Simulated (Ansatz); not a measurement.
## ZnS: a prediction, then the measurements

These are results of DFT r2SCAN, scalar-relativistic, plane waves, PAW in Ansatz, not measurements.

Settings: cutoff 500 eV, Γ-centred mesh 6×6×4 on the computed 4-atom cell, Gaussian smearing of 0.02 eV; no spin polarisation.

Relaxed structure, symmetry kept:

```cif
data_structure
_symmetry_space_group_name_H-M 'P6_3mc'
_symmetry_Int_Tables_number 186
_cell_length_a 3.8067
_cell_length_b 3.8067
_cell_length_c 6.2457
_cell_angle_alpha 90.000
_cell_angle_beta 90.000
_cell_angle_gamma 120.000
_cell_volume 78.38
loop_
_atom_site_label
_atom_site_type_symbol
_atom_site_symmetry_multiplicity
_atom_site_Wyckoff_symbol
_atom_site_fract_x
_atom_site_fract_y
_atom_site_fract_z
_atom_site_occupancy
Zn1 Zn 2 b 0.33333 0.66667 0.00539 1
S1 S 2 b 0.33333 0.66667 0.37961 1
```

```
Space group                                                                                                                                 : P6_3mc (No. 186)
Volume per atom                                                                                                                             : 132.2 bohr³
Formation energy from the elements' standard states (uncorrected)                                                                           : -0.979 eV/atom
Generalised Kohn–Sham band gap                                                                                                              : 2.78 eV, direct at Γ
Löwdin character of the top 1 eV of the valence band                                                                                        : S 3p 87 %, Zn 3d 9 %
Löwdin character of the lowest 1 eV of the conduction band                                                                                  : Zn 4s 56 %, S 3s 24 %, S 3p 12 %, unprojected 7 %
Electron masses at the edge by Cartesian direction of the standard setting (m_e; degenerate bands sorted by energy; no spin-orbit coupling) : x: 0.21; y: 0.21; z: 0.18
Hole masses at the edge by Cartesian direction of the standard setting (m_e; degenerate bands sorted by energy; no spin-orbit coupling)     : x: 1.6, 0.20; y: 1.6, 0.20; z: 1.5, 1.5
Bulk modulus                                                                                                                                : 78 GPa
Its pressure derivative                                                                                                                     : 4.3
Electronic dielectric constant xx, yy, zz of the standard setting (independent particles)                                                   : 5.6, 5.6, 5.7
Bader charges (e)                                                                                                                           : Zn (2 in the cell) 0.97, S (2 in the cell) -0.97
```

**The experiment to reproduce.**

A printed reference work, data compilation reports, for a bulk crystal of ZnS at 300 K: lattice constant c 6.2576 Å.

From a printed reference work, monograph, for a bulk crystal of ZnS at 4 K: band gap 3.911 eV (direct).

A measured lattice constant c of ZnS is 6.2576 Å (300 K; a printed reference work, data compilation); the calculated 6.246 Å misses it by -0.2 %. The calculation is for 0 K without zero-point motion. Measured band gap of ZnS: 3.911 eV (direct; 4 K; a printed reference work, monograph). This calculation gives 2.78 eV (-1.14 eV). Kohn–Sham gaps of semilocal functionals fall short of measured ones as a rule.